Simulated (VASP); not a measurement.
# Al (Fm-3m) in VASP: further runs, part 2 of 2

VASP 6.6.1.

## 4. Single point, PBE (grid = ENCUT=400 dk=0.35 cell=3x3x3 ISMEAR=1 SIGMA=0.1 LREAL=Auto EDIFF=0.0001)

INCAR reads:

```
PREC = Accurate ; ENCUT = 400
EDIFF = 1E-4 ; ISMEAR = 1
SIGMA = 0.1 ; LREAL = Auto
LASPH = True ; NELM = 120
ALGO = Fast ; ISIF = 2
LWAVE = False ; LCHARG = False
GGA = PE ; NBANDS = 68
```

KPOINTS reads:

```
Automatic mesh
0
Gamma
  3 3 3
```

POSCAR reads:

```
Al
1.0
    0.0000000000      6.0744150000      6.0744150000
    6.0744150000      0.0000000000      6.0744150000
    6.0744150000      6.0744150000      0.0000000000
Al
27
Direct
    0.0000000000      0.0000000000      0.0000000000
    0.0000000000      0.0000000000      0.3333333333
    0.0000000000      0.0000000000      0.6666666667
    0.0000000000      0.3333333333      0.0000000000
    0.0000000000      0.3333333333      0.3333333333
    0.0000000000      0.3333333333      0.6666666667
    0.0000000000      0.6666666667      0.0000000000
    0.0000000000      0.6666666667      0.3333333333
    0.0000000000      0.6666666667      0.6666666667
    0.3333333333      0.0000000000      0.0000000000
    0.3333333333      0.0000000000      0.3333333333
    0.3333333333      0.0000000000      0.6666666667
    0.3333333333      0.3333333333      0.0000000000
    0.3333333333      0.3333333333      0.3333333333
    0.3333333333      0.3333333333      0.6666666667
    0.3333333333      0.6666666667      0.0000000000
    0.3333333333      0.6666666667      0.3333333333
    0.3333333333      0.6666666667      0.6666666667
    0.6666666667      0.0000000000      0.0000000000
    0.6666666667      0.0000000000      0.3333333333
    0.6666666667      0.0000000000      0.6666666667
    0.6666666667      0.3333333333      0.0000000000
    0.6666666667      0.3333333333      0.3333333333
    0.6666666667      0.3333333333      0.6666666667
    0.6666666667      0.6666666667      0.0000000000
    0.6666666667      0.6666666667      0.3333333333
    0.6666666667      0.6666666667      0.6666666667
```

Potentials or basis: VASP PAW PBE potentials, release 64 (Al).

Launch:

```console
$ cat potpaw_PBE.64/Al/POTCAR > POTCAR
$ mpirun -np 1 vasp_std > vasp.out
```

OUTCAR:

```text
PREC = Accurate
   ENCUT = 400
   EDIFF = 1E-4
   ISMEAR = 1
   LREAL = Auto
   LASPH = True
   NELM = 120
   ISIF = 2
   GGA = PE

 Found      4 irreducible k-points:

 Following reciprocal coordinates:
            Coordinates               Weight
  0.000000  0.000000  0.000000      1.000000
  0.333333  0.000000  0.000000      8.000000
  0.333333  0.333333  0.000000      6.000000
 -0.333333  0.333333  0.000000     12.000000
   k-points           NKPTS =      4   k-points in BZ     NKDIM =      4   number of bands    NBANDS=     68
   number of dos      NEDOS =    301   number of ions     NIONS =     27
   total plane-waves  NPLWV = 175616
   dimension x,y,z NGX =    56 NGY =   56 NGZ =   56
   dimension x,y,z NGXF=   112 NGYF=  112 NGZF=  112
   ions per type =              27
   NGX,Y,Z   is equivalent  to a cutoff of  10.84, 10.84, 10.84 a.u.
   NGXF,Y,Z  is equivalent  to a cutoff of  21.67, 21.67, 21.67 a.u.
 SYSTEM =  unknown system
   PREC   = accura    normal or accurate (medium, high low for compatibility)
   ISTART =      0    job   : 0-new  1-cont  2-samecut
   ICHARG =      2    charge: 1-file 2-atom 10-const
   ISPIN  =      1    spin polarized calculation?
   LNONCOLLINEAR =      F non collinear calculations
[... 64 lines left out ...]
      2      -0.1769      2.00000
      3      -0.1769      2.00000
      4      -0.1769      2.00000
      5      -0.1769      2.00000
      6      -0.1769      2.00000
[... 209 lines left out ...]
     51       9.7560     -0.00000
     52       9.7560     -0.00000
 [bands above 52 left out]

------------------------ aborting loop because EDIFF is reached ----------------------------------------

  FORCE on cell =-STRESS in cart. coord.  units (eV):
  Direction    XX          YY          ZZ          XY          YZ          ZX
  --------------------------------------------------------------------------------------
  -------------------------------------------------------------------------------------
  Total       -0.5452847     -0.5452847     -0.5452847     -0.0000000      0.0000000      0.0000000
  in kB       -1.9489043     -1.9489043     -1.9489043     -0.0000000      0.0000000      0.0000000
  external PRESSURE =      -1.9489043 kB  Pullay stress =       0.0000000 kB

 VOLUME and BASIS-vectors are now :
 -----------------------------------------------------------------------------
  energy-cutoff  :      400.00
  volume of cell :      448.27
      direct lattice vectors                 reciprocal lattice vectors
     0.000000000  6.074415000  6.074415000    -0.082312453  0.082312453  0.082312453
     6.074415000  0.000000000  6.074415000     0.082312453 -0.082312453  0.082312453
     6.074415000  6.074415000  0.000000000     0.082312453  0.082312453 -0.082312453

 POSITION                                       TOTAL-FORCE (eV/Angst)
 -----------------------------------------------------------------------------------
      0.00000      0.00000      0.00000        -0.000000     -0.000000     -0.000000
      2.02480      2.02480      0.00000        -0.000000     -0.000000      0.000000
      4.04961      4.04961      0.00000         0.000000     -0.000000     -0.000000
      2.02480      0.00000      2.02480         0.000000      0.000000     -0.000000
      4.04961      2.02480      2.02480         0.000000     -0.000000      0.000000
      6.07442      4.04961      2.02480         0.000000      0.000000     -0.000000
[... 19 lines left out ...]
      6.07442      6.07442      8.09922         0.000000      0.000000      0.000000
      8.09922      8.09922      8.09922        -0.000000     -0.000000      0.000000
 -----------------------------------------------------------------------------------
    total drift:                               -0.000000      0.000000     -0.000000

  FREE ENERGIE OF THE ION-ELECTRON SYSTEM (eV)
  ---------------------------------------------------
  free  energy   TOTEN  =      -100.3196953308 eV

  energy  without entropy=     -100.2864885097  energy(sigma->0) =     -100.30862639
```

Wall time 45 s (1 thread of Intel Xeon 6975P-C (Granite Rapids), shared host); peak memory 0.4 GiB.

These settings aren't checked as converged: the numbers below hold their error.

Results:

| Property | Result |
| --- | --- |
| Free energy | -100.3197 eV |
| Pressure | -0.2 GPa |
| Band gap on the k mesh | none (metal or under the smearing width) |

## 5. For comparison

An earlier run on the cell as given: functional PBE; potentials or basis VASP PAW PBE potentials, release 64 (Al); cutoff 520 eV; k mesh 11 × 11 × 11; occupations fermi-dirac, width 0.05 eV; no spin polarisation.

- Pressure: -0.5 GPa
- Band gap on the k mesh: none (metal or under the smearing width)
